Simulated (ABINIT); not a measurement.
# Fe (Im-3m) in ABINIT: notebook

One crystal, Fe, is run at these levels: r2SCAN, LDA; tasks: equation of state.

Program: ABINIT 10.8.3 (patched build). These are calculated values, not measurements. Logs are shortened: lines on timing, memory, paths and dates and some standing lists are left out, and cuts for length are marked. The log counts tension as positive stress, the text compression.

**What was measured.**

From “Pressure Induced Densification and Compression in a Reprocessed Borosilicate Glass”, 2018, pmc:5793612, for a bulk crystal of Fe: bulk modulus 166.4 GPa.

The runs below are set against these values where they give the same quantity.

### 1 The structure

Symmetry: Im-3m, No. 229, cubic system. Conventional cell: a = 2.886 Å, b = 2.886 Å, c = 2.886 Å, α = 90.00°, β = 90.00°, γ = 90.00°. Fe (site symmetry m-3m) has 8 Fe at 2.50 Å as nearest neighbours.

### 2 Equation of state, r2SCAN, collinear spin, ferromagnetic start

run.abi

```
ndtset 7
scalecart1 3*0.9795861087
scalecart2 3*0.9864848297
scalecart3 3*0.9932883884
scalecart4 3*1.0000000000
scalecart5 3*1.0066227096
scalecart6 3*1.0131594038
scalecart7 3*1.0196128224

pp_dirpath "./"
pseudos "Fe.GGA_PBE-JTH.xml"

acell 3*1.0
rprim
    -2.7268747978     2.7268747978     2.7268747978
     2.7268747978    -2.7268747978     2.7268747978
     2.7268747978     2.7268747978    -2.7268747978
ntypat 1
znucl 26
natom 1
typat 1
xred
     0.0000000000     0.0000000000     0.0000000000

ecut 843.552974 eV
pawecutdg 53.0

kptopt 1
ngkpt 13 13 13
nshiftk 1
shiftk 0.0 0.0 0.0

ixc -497498
usekden 1
pawxcdev 0

nband 13
occopt 3
tsmear 0.00183747

nsppol 2
spinat
     0.0000000000     0.0000000000     3.0000000000

nstep 100
tolvrs 1.0e-7

iomode 3
prtwf 0
prtden 0
prteig 0
prtebands 0
```

Potentials or basis: JTH PAW PBE v2.0.

Run with:

```bash
mpirun --bind-to none -np 4 abinit run.abi > log 2>&1
```

run.abo:

```text
.Version 10.8.3 of ABINIT
 DATASET    1 : space group Im -3 m (#229); Bravais cI (body-center cubic)
================================================================================
 Values of the parameters that define the memory need for DATASET  1.
     intxc =       0    ionmov =       0      iscf =      17    lmnmax =      18
     lnmax =       6     mgfft =      24  mpssoang =       3    mqgrid =    3001
     natom =       1  nloc_mem =       2    nspden =       2   nspinor =       1
    nsppol =       2      nsym =      48    n1xccc =       1    ntypat =       1
    occopt =       3   xclevel =       2
       mpw =         642          nfft =       13824          nkpt =          84
 PAW method is used; the additional fine FFT grid is defined by:
   mgfftf=        32    nfftf =     32768
================================================================================
================================================================================
[... 71 lines left out ...]
 DATASET    7 : space group Im -3 m (#229); Bravais cI (body-center cubic)
================================================================================
 Values of the parameters that define the memory need for DATASET  7.
     intxc =       0    ionmov =       0      iscf =      17    lmnmax =      18
     lnmax =       6     mgfft =      27  mpssoang =       3    mqgrid =    3001
     natom =       1  nloc_mem =       2    nspden =       2   nspinor =       1
    nsppol =       2      nsym =      48    n1xccc =       1    ntypat =       1
    occopt =       3   xclevel =       2
       mpw =         719          nfft =       19683          nkpt =          84
 PAW method is used; the additional fine FFT grid is defined by:
   mgfftf=        32    nfftf =     32768
================================================================================
================================================================================

--------------------------------------------------------------------------------
------------- Echo of variables that govern the present computation ------------
--------------------------------------------------------------------------------
 -outvars: echo values of preprocessed input variables --------
            acell      1.0000000000E+00  1.0000000000E+00  1.0000000000E+00 Bohr
              amu      5.58470000E+01
             ecut      3.10000000E+01 Hartree
                       outvar_i_n : Printing only first  50 k-points.
              ixc     -497498
           jdtset        1    2    3    4    5    6    7
                       outvar_i_n : Printing only first  50 k-points.
         kptrlatt       13    0    0      0   13    0      0    0   13
          kptrlen1     6.01466988E+01
          kptrlen2     6.05702810E+01
          kptrlen3     6.09880203E+01
          kptrlen4     6.14001140E+01
          kptrlen5     6.18067492E+01
          kptrlen6     6.22081029E+01
          kptrlen7     6.26043436E+01
            natom           1
            nband          13
           ndtset           7
            ngfft1         24      24      24
            ngfft2         24      24      24
            ngfft3         24      24      24
            ngfft4         24      24      24
            ngfft5         24      24      24
            ngfft6         24      24      24
            ngfft7         27      27      27
          ngfftdg          32      32      32
             nkpt          84
           nspden           2
           nsppol           2
            nstep         100
             nsym          48
           ntypat           1
                       prtocc : prtvol=0, do not print more k-points.
                       1.000000  1.000000  1.000000  1.000000  1.000000  1.000000
                       1.000000  1.000000  0.000000  0.000000  0.000000  0.000000
                       0.000000
                       1.000000  1.000000  1.000000  1.000000  1.000000  1.000000
                       1.000000  1.000000  0.000000  0.000000  0.000000  0.000000
                       0.000000
                       1.000000  1.000000  1.000000  1.000000  1.000000  1.000000
                       1.000000  1.000000  0.000000  0.000000  0.000000  0.000000
                       0.000000
                       1.000000  1.000000  1.000000  1.000000  1.000000  1.000000
                       1.000000  1.000000  0.000000  0.000000  0.000000  0.000000
                       0.000000
                       1.000000  1.000000  1.000000  1.000000  1.000000  1.000000
                       1.000000  1.000000  0.000000  0.000000  0.000000  0.000000
                       0.000000
                       1.000000  1.000000  1.000000  1.000000  1.000000  1.000000
                       1.000000  1.000000  0.000000  0.000000  0.000000  0.000000
[... 118 lines left out ...]
                       1.000000  1.000000  1.000000  1.000000  1.000000  1.000000
                       1.000000  1.000000  0.000000  0.000000  0.000000  0.000000
                       0.000000
                       1.000000  1.000000  1.000000  1.000000  1.000000  1.000000
                       1.000000  1.000000  0.000000  0.000000  0.000000  0.000000
                       0.000000
                       1.000000  1.000000  1.000000  1.000000  1.000000  1.000000
                       1.000000  1.000000  0.000000  0.000000  0.000000  0.000000
                       0.000000
                       1.000000  1.000000  1.000000  1.000000  1.000000  1.000000
                       1.000000  1.000000  0.000000  0.000000  0.000000  0.000000
                       0.000000
                       1.000000  1.000000  1.000000  1.000000  1.000000  1.000000
                       1.000000  1.000000  0.000000  0.000000  0.000000  0.000000
                       0.000000
                       prtocc : prtvol=0, do not print more k-points.
           occopt           3
        pawecutdg      5.30000000E+01 Hartree
         pawxcdev           0
           prtden           0
        prtebands           0
           prteig           0
          prtkden           1
            prtwf           0
            rprim1    -2.6712086721E+00  2.6712086721E+00  2.6712086721E+00
                       2.6712086721E+00 -2.6712086721E+00  2.6712086721E+00
                       2.6712086721E+00  2.6712086721E+00 -2.6712086721E+00
            rprim2    -2.6900206205E+00  2.6900206205E+00  2.6900206205E+00
                       2.6900206205E+00 -2.6900206205E+00  2.6900206205E+00
                       2.6900206205E+00  2.6900206205E+00 -2.6900206205E+00
            rprim3    -2.7085730733E+00  2.7085730733E+00  2.7085730733E+00
                       2.7085730733E+00 -2.7085730733E+00  2.7085730733E+00
                       2.7085730733E+00  2.7085730733E+00 -2.7085730733E+00
            rprim4    -2.7268747978E+00  2.7268747978E+00  2.7268747978E+00
                       2.7268747978E+00 -2.7268747978E+00  2.7268747978E+00
                       2.7268747978E+00  2.7268747978E+00 -2.7268747978E+00
            rprim5    -2.7449340977E+00  2.7449340977E+00  2.7449340977E+00
                       2.7449340977E+00 -2.7449340977E+00  2.7449340977E+00
                       2.7449340977E+00  2.7449340977E+00 -2.7449340977E+00
            rprim6    -2.7627588444E+00  2.7627588444E+00  2.7627588444E+00
                       2.7627588444E+00 -2.7627588444E+00  2.7627588444E+00
                       2.7627588444E+00  2.7627588444E+00 -2.7627588444E+00
            rprim7    -2.7803565089E+00  2.7803565089E+00  2.7803565089E+00
                       2.7803565089E+00 -2.7803565089E+00  2.7803565089E+00
                       2.7803565089E+00  2.7803565089E+00 -2.7803565089E+00
          spgroup         229
           spinat      0.0000000000E+00  0.0000000000E+00  3.0000000000E+00
           tolvrs      1.00000000E-07
           tsmear      1.83747000E-03 Hartree
            typat      1
          usekden           1
           useylm           1
                       outvars : Printing only first  50 k-points.
            znucl       26.00000

================================================================================

 chkinp: Checking input parameters for consistency, jdtset=   1.

 chkinp: Checking input parameters for consistency, jdtset=   2.
[... 36 lines left out ...]
 getcut: wavevector=  0.0000  0.0000  0.0000  ngfft=  32  32  32
         ecut(hartree)=     53.000   => boxcut(ratio)=   2.11253

--- Pseudopotential description ------------------------------------------------
- pspini: atom type   1  psp file is ./Fe.GGA_PBE-JTH.xml
 Pseudopotential format is: paw10
 basis_size (lnmax)=  6 (lmn_size= 18), orbitals=   0   0   1   1   2   2
 Spheres core radius: rc_sph= 2.11531574
 Shapefunction is SIN type: shapef(r)=[sin(pi*r/rshp)/(pi*r/rshp)]**2
 Radius for shape functions =  1.80687083
 Compensation charge density is not taken into account in XC energy/potential

   4.97280188E+02                                ecore*ucvol(ha*bohr**3)
--------------------------------------------------------------------------------

================================================================================

--- !BeginCycle
iteration_state: {dtset: 1, }
solver: {iscf: 17, nstep: 100, nline: 4, wfoptalg: 10, }
tolerances: {tolvrs: 1.00E-07, }
...
[... 1452 lines left out ...]
-Cartesian components of stress tensor (GPa)         [Pressure= -1.3735E+01 GPa]
- sigma(1 1)=  1.37347618E+01  sigma(3 2)=  0.00000000E+00
- sigma(2 2)=  1.37347618E+01  sigma(3 1)=  0.00000000E+00
- sigma(3 3)=  1.37347618E+01  sigma(2 1)=  0.00000000E+00

== END DATASET(S) ==============================================================
================================================================================

 -outvars: echo values of variables after computation  --------
            acell      1.0000000000E+00  1.0000000000E+00  1.0000000000E+00 Bohr
           etotal1    -1.2008834143E+02
           etotal2    -1.2008869485E+02
           etotal3    -1.2008879113E+02
           etotal4    -1.2008865981E+02
           etotal5    -1.2008833393E+02
           etotal6    -1.2008783450E+02
           etotal7    -1.2008717789E+02
            fcart1    -0.0000000000E+00 -0.0000000000E+00 -0.0000000000E+00
            fcart2    -0.0000000000E+00 -0.0000000000E+00 -0.0000000000E+00
            fcart3    -0.0000000000E+00 -0.0000000000E+00 -0.0000000000E+00
            fcart4    -0.0000000000E+00 -0.0000000000E+00 -0.0000000000E+00
            fcart5    -0.0000000000E+00 -0.0000000000E+00 -0.0000000000E+00
            fcart6    -0.0000000000E+00 -0.0000000000E+00 -0.0000000000E+00
            fcart7    -0.0000000000E+00 -0.0000000000E+00 -0.0000000000E+00
            rprim1    -2.6712086721E+00  2.6712086721E+00  2.6712086721E+00
                       2.6712086721E+00 -2.6712086721E+00  2.6712086721E+00
                       2.6712086721E+00  2.6712086721E+00 -2.6712086721E+00
[... 17 lines left out ...]
                       2.7803565089E+00  2.7803565089E+00 -2.7803565089E+00
           strten1    -2.8272622135E-04 -2.8272622135E-04 -2.8272622135E-04
                       0.0000000000E+00  0.0000000000E+00  0.0000000000E+00
           strten2    -1.1838485834E-04 -1.1838485834E-04 -1.1838485834E-04
                       0.0000000000E+00  0.0000000000E+00  0.0000000000E+00
           strten3     3.2985984533E-05  3.2985984533E-05  3.2985984533E-05
                       0.0000000000E+00  0.0000000000E+00  0.0000000000E+00
           strten4     1.6283121981E-04  1.6283121981E-04  1.6283121981E-04
                       0.0000000000E+00  0.0000000000E+00  0.0000000000E+00
           strten5     2.7384129771E-04  2.7384129771E-04  2.7384129771E-04
                       0.0000000000E+00  0.0000000000E+00  0.0000000000E+00
           strten6     3.7678820948E-04  3.7678820948E-04  3.7678820948E-04
                       0.0000000000E+00  0.0000000000E+00  0.0000000000E+00
           strten7     4.6683506421E-04  4.6683506421E-04  4.6683506421E-04
                       0.0000000000E+00  0.0000000000E+00  0.0000000000E+00
 Calculation completed.
```

It took 4.1 min on 4 MPI ranks of Intel Xeon 6975P-C (Granite Rapids), shared host; peak memory 0.68 GiB.

Results:

| Property | Result |
| --- | --- |
| Equilibrium volume | 11.76 Å³/atom |
| Bulk modulus | 202 GPa |
| Pressure derivative of the bulk modulus | 5.3 (rough: it moves with the points fitted) |

Energy against volume, from the lowest point:
```csv
volume (Å³/atom),energy (meV/atom)
11.298,12.24
11.538,2.62
11.778,0.00
12.019,3.57
12.259,12.44
12.499,26.03
12.740,43.90
```

Caveat: pressures at fixed basis lie under the slope of the energies; the PAW data sets were made with another functional, which shifts forces and pressure a little.

[end of part 1 of 2]
